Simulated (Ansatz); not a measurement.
# Tantalum, omega (AlB2-type) under RPBE: ground state and equation of state, part 2 of 2

Aim: take tantalum in the omega (AlB2-type) structure, relax it, solve it on a dense k-mesh, then scale the cell to 7 volumes from 88 to 112 % of the relaxed one and try a fit of the equation of state. Spin polarisation is left out. The k-meshes are 8×8×11 for the relaxation; 10×10×15 for the dense run; 9×9×13 for the volumes.

Ansatz 0.2.0; DFT, RPBE, plane waves (420 eV) with PAW, scalar-relativistic.

### Step 5. Volume × 0.92

The input, input.yaml:

```yaml
crystal:
  lattice:
    - [4.7590679712, 0.0, 0.0]
    - [-2.3795339856, 4.1214737614, 0.0]
    - [0.0, 0.0, 2.6721809184]
  atoms:
    - { symbol: Ta, position: [0.0, 1.0, 0.0] }
    - { symbol: Ta, position: [0.3333333333, 0.6666666667, 0.5] }
    - { symbol: Ta, position: [0.6666666667, 0.3333333333, 0.5] }
hamiltonian:
  xc: rpbe
  pseudopotentials:
    kind: paw
    azcp:
      Ta: "pseudopotentials/Ta.paw.azcp"
basis:
  ecutwfc: 420
  fft_grid_basis: typed
kpoints:
  mp_grid: { grid: [9, 9, 13], shift: [0, 0, 0] }
magnetization:
  spin_polarized: false
scf:
  occupations: { method: fermi_dirac, width: 0.1 }
  lower_state_search: "off"
output:
  stress: true
  write_density: true
  write_potential: true
  elf: true
  volumetric_format: npy
```

The log of the run, shortened:

```text
Warning: RAYON_NUM_THREADS=2 ignored (pool sized by the plan → 2); use --threads N
[...]
Pseudopotentials: kind: paw
Pseudopotential: Ta, paw, valence charge 13, recommended cutoff 420 eV (normal), <dir>
Functional definition: RPBE
[...]
Crystal: 3 atoms, lattice volume = 52.413 Å³
Basis set: ecut = 420 eV, 1023 PW (Γ)
Bands: 24, of which v1, the nominal top of the filled ones, is band 20 counted from 1 (19 counted from 0)
Symmetry: 24 space group operations
Space group: P6/mmm (ITA 191), of the structure as read, at distance tolerance 3.7e-5 Å
k-points: 84 of 1053
[...]
SCF iter   1: F=—  HF=-29833.592854 eV  |F-HF|=—  |Δ(HF+E_count)|=         —  Δρ=1.20e-2  dr2=1.06e-1  ethr=1.77e-3  ⟨swp⟩=4.9  Hψ=8384  notcnv=0
[...]
SCF iter   6: F=-29833.575970 eV  HF=-29833.575970 eV  |F-HF|=2.98e-9  |Δ(HF+E_count)|=   7.26e-8  Δρ=7.07e-6  dr2=9.57e-9  ethr=2.56e-10  ⟨swp⟩=9.6  Hψ=14044  notcnv=0
the search or the solves at the SCF's close seem to have found levels that the self-consistency loop had missed (the run counts 2). By its estimate they hold under 1e-12 electrons; where the run keeps them, the occupations were computed again with them
[...]
SCF converged after 6 iterations
Free energy (F): -29833.575970 eV
[...]
E sigma→0 (E₀):  -29833.527330 eV
Entropy (-TS):   -0.097281 eV (-32.427 meV/atom)
Fermi energy:    19.691189 eV
[...]
--- Stress (GPa, compression-positive) ---
       16.794831      -0.000000       0.000000
        0.000000      16.794831       0.000000
        0.000000       0.000000      18.215556
  P = ⅓ Tr σ = 17.2684 GPa (172.684 kbar)
--- Band table (eV; the first three rows and the last of 84) ---
  k-point 0: bands = ["-47.6629", "-47.5411", "-47.5149", "-14.6106", "-14.6106", "-14.3516", "-14.3516", "-13.6299", "-13.6299", "-13.5337", "-13.3192", "-13.2988", "11.3975", "15.8315", "17.5629", "18.2059", "18.2059", "18.2153", "18.2153", "18.9571", "20.7347", "20.7347", "23.1728", "23.1728"]
[...]
```

Run time: 3.1 s. Hardware: 2 threads of Arm Neoverse V2, shared host; peak memory 0.35 GiB.

Density in a lattice plane of the grid's cell (edges 4.76 and 4.76 Å, at 0.500 of the third edge), which holds Ta.

Ten even steps from ' ' (0.27 e/Å³) to '@' (4.55 e/Å³):
```
                                                
                    ......                      
              ..::--====::..                    
            ..==**%%%%##==::                    
          ::++%%@@@@@@%%++::                    
        ::++@@@@%%%%@@%%==..                    
      ..==%%@@%%##@@@@**::                      
      ::++%%@@@@@@@@##--..                      
      ::++##@@@@%%++--..          ........      
      ..--++++++--..          ..--++++++--..    
        ........          ..--++%%@@@@##++::    
                        ..--##@@@@@@@@%%++::    
                        ::**@@@@##%%@@%%==..    
                      ..==%%@@%%%%@@@@++::      
                      ::++%%@@@@@@%%++::        
                      ::==##%%%%**==..          
                      ..::====--::..            
                        ......                  
                                                
                                                
```
Columns run along the first of these edges and rows up along the second, over one cell in 24 and 20 even steps from the bottom left corner. Atoms in the plane (fractional): Ta at (0.33, 0.67), Ta at (0.67, 0.33).

ELF in the same plane.

Ten even steps from ' ' (0.06) to '@' (0.74):
```
======++**####**==--::::::::--++**####**++======
====++******==------====--::::--++****++++======
++++****++----==**##%%%%##==::--++******++++====
**####++----++%%@@@@@@@@@@**----++####****++++**
####**--::**@@@@##++##@@@@**::--**######******##
##**--::++@@@@==  ..++@@%%++::==**####********##
**==::==%%@@**..  --%%@@##----++**++++======++**
==--::**@@@@**--==%%@@##--::--==--------::::--==
--::::**@@@@@@%%@@@@##--::::::::--==++++==--::::
::::::++%%@@@@@@%%++::::::::::++%%@@@@@@%%++::::
--::::--==++++==--::::::::--##@@@@%%@@@@@@**::::
====--::::--------==--::--##@@%%==--**@@@@**::--
****++======++++**++----##@@%%--  ..**@@%%==::==
####********####**==::++%%@@++..  ==@@@@++::--**
####******######**--::**@@@@##++##@@@@**::--**##
****++++****####++----**@@@@@@@@@@%%++----++####
++====++++******++--::==##%%%%##**==----++****++
========++++****++--::::--====------==******++==
========++**####**++--::::::::--==**####**++====
========++**####**++--::::::--++**####**++======
```
Columns run along the first of these edges and rows up along the second, over one cell in 24 and 20 even steps from the bottom left corner. Atoms in the plane (fractional): Ta at (0.33, 0.67), Ta at (0.67, 0.33).

Both are smooth fields of the valence electrons: close to the nuclei they are not physical.

Maxima of ELF outside the ion cores: 0.60 between the atoms, 1.7 Å from Ta.

### Step 6. Volume × 0.96

input.yaml: that of step 5 with these lines changed.

```diff
@@ -2,5 +2,5 @@
   lattice:
-    - [4.7590679712, 0.0, 0.0]
-    - [-2.3795339856, 4.1214737614, 0.0]
-    - [0.0, 0.0, 2.6721809184]
+    - [4.8270638431, 0.0, 0.0]
+    - [-2.4135319215, 4.1803599139, 0.0]
+    - [0.0, 0.0, 2.7103600897]
   atoms:
@@ -27,5 +27 @@
   stress: true
-  write_density: true
-  write_potential: true
-  elf: true
-  volumetric_format: npy
```

The log of the run, shortened:

```text
Warning: RAYON_NUM_THREADS=2 ignored (pool sized by the plan → 2); use --threads N
[...]
[... 3 set-up lines as earlier in the session ...]
[...]
Crystal: 3 atoms, lattice volume = 54.692 Å³
Basis set: ecut = 420 eV, 1065 PW (Γ)
Bands: 24, of which v1, the nominal top of the filled ones, is band 20 counted from 1 (19 counted from 0)
[... 2 set-up lines as earlier in the session ...]
k-points: 84 of 1053
[...]
SCF iter   1: F=—  HF=-29833.765622 eV  |F-HF|=—  |Δ(HF+E_count)|=         —  Δρ=1.08e-2  dr2=9.72e-2  ethr=1.77e-3  ⟨swp⟩=4.9  Hψ=8361  notcnv=0
[...]
SCF iter   6: F=-29833.752241 eV  HF=-29833.752241 eV  |F-HF|=8.80e-10  |Δ(HF+E_count)|=   7.86e-8  Δρ=7.26e-6  dr2=1.26e-8  ethr=2.56e-10  ⟨swp⟩=5.0  Hψ=7446  notcnv=0
[...]
SCF converged after 6 iterations
Free energy (F): -29833.752241 eV
[...]
E sigma→0 (E₀):  -29833.701203 eV
Entropy (-TS):   -0.102075 eV (-34.025 meV/atom)
Fermi energy:    18.781473 eV
[...]
--- Stress (GPa, compression-positive) ---
        7.643056      -0.000000       0.000000
       -0.000000       7.643056      -0.000000
        0.000000      -0.000000       8.150577
  P = ⅓ Tr σ = 7.8122 GPa (78.122 kbar)
```

Run time: 2.2 s. Hardware: 2 threads of Arm Neoverse V2, shared host; peak memory 0.35 GiB.

### Step 7. Volume × 1.0

input.yaml: that of step 6 with these lines changed.

```diff
@@ -2,5 +2,5 @@
   lattice:
-    - [4.8270638431, 0.0, 0.0]
-    - [-2.4135319215, 4.1803599139, 0.0]
-    - [0.0, 0.0, 2.7103600897]
+    - [4.8931962232, 0.0, 0.0]
+    - [-2.4465981116, 4.237632235, 0.0]
+    - [0.0, 0.0, 2.7474929244]
   atoms:
```

The log of the run, shortened:

```text
Warning: RAYON_NUM_THREADS=2 ignored (pool sized by the plan → 2); use --threads N
[...]
[... 3 set-up lines as earlier in the session ...]
[...]
Crystal: 3 atoms, lattice volume = 56.971 Å³
Basis set: ecut = 420 eV, 1119 PW (Γ)
Bands: 24, of which v1, the nominal top of the filled ones, is band 20 counted from 1 (19 counted from 0)
[... 2 set-up lines as earlier in the session ...]
k-points: 84 of 1053
[...]
SCF iter   1: F=—  HF=-29833.816523 eV  |F-HF|=—  |Δ(HF+E_count)|=         —  Δρ=9.67e-3  dr2=8.91e-2  ethr=1.77e-3  ⟨swp⟩=4.8  Hψ=8369  notcnv=0
[...]
SCF iter   6: F=-29833.806020 eV  HF=-29833.806020 eV  |F-HF|=2.53e-9  |Δ(HF+E_count)|=   5.51e-8  Δρ=6.93e-6  dr2=1.55e-8  ethr=2.56e-10  ⟨swp⟩=4.8  Hψ=7298  notcnv=0
[...]
SCF converged after 6 iterations
Free energy (F): -29833.806020 eV
[...]
E sigma→0 (E₀):  -29833.753011 eV
Entropy (-TS):   -0.106017 eV (-35.339 meV/atom)
Fermi energy:    17.941168 eV
[...]
--- Stress (GPa, compression-positive) ---
        0.083625       0.000000       0.000000
        0.000000       0.083625       0.000000
        0.000000       0.000000      -0.180079
  P = ⅓ Tr σ = -0.0043 GPa (-0.043 kbar)
```

Run time: 2.3 s. Hardware: 2 threads of Arm Neoverse V2, shared host; peak memory 0.35 GiB.

### Step 8. Volume × 1.04

input.yaml: that of step 7 with these lines changed.

```diff
@@ -2,5 +2,5 @@
   lattice:
-    - [4.8931962232, 0.0, 0.0]
-    - [-2.4465981116, 4.237632235, 0.0]
-    - [0.0, 0.0, 2.7474929244]
+    - [4.9575877683, 0.0, 0.0]
+    - [-2.4787938841, 4.2933969489, 0.0]
+    - [0.0, 0.0, 2.7836482933]
   atoms:
```

The log of the run, shortened:

```text
Warning: RAYON_NUM_THREADS=2 ignored (pool sized by the plan → 2); use --threads N
[...]
[... 3 set-up lines as earlier in the session ...]
[...]
Crystal: 3 atoms, lattice volume = 59.250 Å³
Basis set: ecut = 420 eV, 1191 PW (Γ)
Bands: 24, of which v1, the nominal top of the filled ones, is band 20 counted from 1 (19 counted from 0)
[... 1 set-up line as earlier in the session ...]
Space group: P6/mmm (ITA 191), of the structure as read, at distance tolerance 3.9e-5 Å
k-points: 84 of 1053
[...]
SCF iter   1: F=—  HF=-29833.767080 eV  |F-HF|=—  |Δ(HF+E_count)|=         —  Δρ=8.83e-3  dr2=8.26e-2  ethr=1.77e-3  ⟨swp⟩=4.6  Hψ=8411  notcnv=0
[...]
SCF iter   6: F=-29833.758521 eV  HF=-29833.758521 eV  |F-HF|=1.30e-8  |Δ(HF+E_count)|=   7.09e-7  Δρ=9.05e-6  dr2=4.40e-8  ethr=2.56e-10  ⟨swp⟩=3.6  Hψ=8368  notcnv=0
[...]
SCF converged after 6 iterations
Free energy (F): -29833.758521 eV
[...]
E sigma→0 (E₀):  -29833.703754 eV
Entropy (-TS):   -0.109535 eV (-36.512 meV/atom)
Fermi energy:    17.161941 eV
[...]
--- Stress (GPa, compression-positive) ---
       -6.166099       0.000000       0.000000
        0.000000      -6.166099      -0.000000
        0.000000      -0.000000      -7.078265
  P = ⅓ Tr σ = -6.4702 GPa (-64.702 kbar)
```

Run time: 2.4 s. Hardware: 2 threads of Arm Neoverse V2, shared host; peak memory 0.36 GiB.

### Step 9. Volume × 1.08

input.yaml: that of step 8 with these lines changed.

```diff
@@ -2,5 +2,5 @@
   lattice:
-    - [4.9575877683, 0.0, 0.0]
-    - [-2.4787938841, 4.2933969489, 0.0]
-    - [0.0, 0.0, 2.7836482933]
+    - [5.0203487065, 0.0, 0.0]
+    - [-2.5101743532, 4.3477495157, 0.0]
+    - [0.0, 0.0, 2.8188880887]
   atoms:
```

The log of the run, shortened:

```text
Warning: RAYON_NUM_THREADS=2 ignored (pool sized by the plan → 2); use --threads N
[...]
[... 3 set-up lines as earlier in the session ...]
[...]
Crystal: 3 atoms, lattice volume = 61.528 Å³
Basis set: ecut = 420 eV, 1251 PW (Γ)
Bands: 24, of which v1, the nominal top of the filled ones, is band 20 counted from 1 (19 counted from 0)
[... 2 set-up lines as earlier in the session ...]
k-points: 84 of 1053
[...]
SCF iter   1: F=—  HF=-29833.634652 eV  |F-HF|=—  |Δ(HF+E_count)|=         —  Δρ=8.24e-3  dr2=7.88e-2  ethr=1.77e-3  ⟨swp⟩=4.4  Hψ=8366  notcnv=0
[...]
SCF iter   6: F=-29833.627280 eV  HF=-29833.627280 eV  |F-HF|=2.28e-8  |Δ(HF+E_count)|=   7.82e-7  Δρ=9.69e-6  dr2=6.05e-8  ethr=2.56e-10  ⟨swp⟩=3.8  Hψ=8348  notcnv=0
[...]
SCF converged after 6 iterations
Free energy (F): -29833.627280 eV
[...]
E sigma→0 (E₀):  -29833.570920 eV
Entropy (-TS):   -0.112720 eV (-37.573 meV/atom)
Fermi energy:    16.436985 eV
[...]
--- Stress (GPa, compression-positive) ---
      -11.332535      -0.000000       0.000000
       -0.000000     -11.332535       0.000000
        0.000000       0.000000     -12.784358
  P = ⅓ Tr σ = -11.8165 GPa (-118.165 kbar)
```

It took 2.4 s on 2 threads of Arm Neoverse V2, shared host; peak memory 0.36 GiB.

### Step 10. Volume × 1.12

input.yaml: that of step 9 with these lines changed.

```diff
@@ -2,5 +2,5 @@
   lattice:
-    - [5.0203487065, 0.0, 0.0]
-    - [-2.5101743532, 4.3477495157, 0.0]
-    - [0.0, 0.0, 2.8188880887]
+    - [5.0815785057, 0.0, 0.0]
+    - [-2.5407892528, 4.4007760773, 0.0]
+    - [0.0, 0.0, 2.853268161]
   atoms:
@@ -27 +27,5 @@
   stress: true
+  write_density: true
+  write_potential: true
+  elf: true
+  volumetric_format: npy
```

The log of the run, shortened:

```text
Warning: RAYON_NUM_THREADS=2 ignored (pool sized by the plan → 2); use --threads N
[...]
[... 3 set-up lines as earlier in the session ...]
[...]
Crystal: 3 atoms, lattice volume = 63.807 Å³
Basis set: ecut = 420 eV, 1263 PW (Γ)
Bands: 24, of which v1, the nominal top of the filled ones, is band 20 counted from 1 (19 counted from 0)
[... 1 set-up line as earlier in the session ...]
Space group: P6/mmm (ITA 191), of the structure as read, at distance tolerance 4.0e-5 Å
k-points: 84 of 1053
[...]
SCF iter   1: F=—  HF=-29833.433735 eV  |F-HF|=—  |Δ(HF+E_count)|=         —  Δρ=7.89e-3  dr2=7.87e-2  ethr=1.77e-3  ⟨swp⟩=4.3  Hψ=8325  notcnv=0
[...]
SCF iter   6: F=-29833.426802 eV  HF=-29833.426802 eV  |F-HF|=2.52e-8  |Δ(HF+E_count)|=   7.47e-7  Δρ=9.82e-6  dr2=6.70e-8  ethr=2.56e-10  ⟨swp⟩=7.5  Hψ=13565  notcnv=0
[...]
SCF converged after 6 iterations
Free energy (F): -29833.426802 eV
[...]
E sigma→0 (E₀):  -29833.368989 eV
Entropy (-TS):   -0.115627 eV (-38.542 meV/atom)
Fermi energy:    15.760875 eV
[...]
--- Stress (GPa, compression-positive) ---
      -15.603216       0.000000       0.000000
        0.000000     -15.603216       0.000000
        0.000000       0.000000     -17.493595
  P = ⅓ Tr σ = -16.2333 GPa (-162.333 kbar)
--- Band table (eV; the first three rows and the last of 84) ---
  k-point 0: bands = ["-52.1609", "-52.0737", "-52.0236", "-18.7492", "-18.7492", "-18.6960", "-18.6960", "-18.2644", "-18.2644", "-18.1604", "-18.0547", "-18.0377", "8.2341", "12.6288", "13.7967", "14.3872", "14.3872", "14.4178", "14.4178", "15.1911", "16.6885", "16.6885", "18.6397", "18.6397"]
[...]
```

Wall time 3.4 s (2 threads of Arm Neoverse V2, shared host); peak memory 0.37 GiB.

### Step 11. Energy and pressure against volume

All volumes keep the relaxed shape and fractional coordinates.

```tsv
V (Å³/atom)	E − E₀ (meV/atom)	P from the stress (GPa)	P from the fit (GPa)
16.711	182.4	28.74	28.51
17.471	75.2	17.27	17.08
18.231	17.2	7.81	7.65
18.990	0.0	0.00	-0.13
19.750	16.4	-6.47	-6.58
20.509	60.7	-11.82	-11.92
21.269	128.0	-16.23	-16.35
```

A third-order Birch-Murnaghan fit gives V₀ = 18.976 Å³/atom, B₀ = 177 GPa and B₀′ = 3.7; it misses no point by more than 0.03 meV/atom.

The fit is made to E(σ → 0), while the stress belongs to the free energy F; that is one source of the offset between the two pressures.

### Step 12. What came out

This closing draws on all 2 parts.

| quantity | value |
| --- | --- |
| space group (spins left aside) | P6/mmm (No. 191) |
| conventional cell | a = 4.893 Å, c = 2.747 Å (c/a = 0.561) |
| volume | 18.990 Å³/atom |
| shortest distance | 2.747 Å |
| gap on the mesh | none (levels filled in part) |
| relative to bcc | +220 meV/atom |
| V₀, B₀, B₀′ | 18.976 Å³/atom, 177 GPa, 3.7 |

**Reading.** The relaxation enlarged the cell by 5.1 % in volume. Against the reference form of tantalum (bcc, computed apart with the same settings) it stands 220 meV/atom higher. No gap shows: it is a metal or semimetal at this level. B₀ comes out at 177 GPa; letting shape and positions relax at each volume could only lower it. The symmetry was held, so the structure may be unstable against distortions that break it.
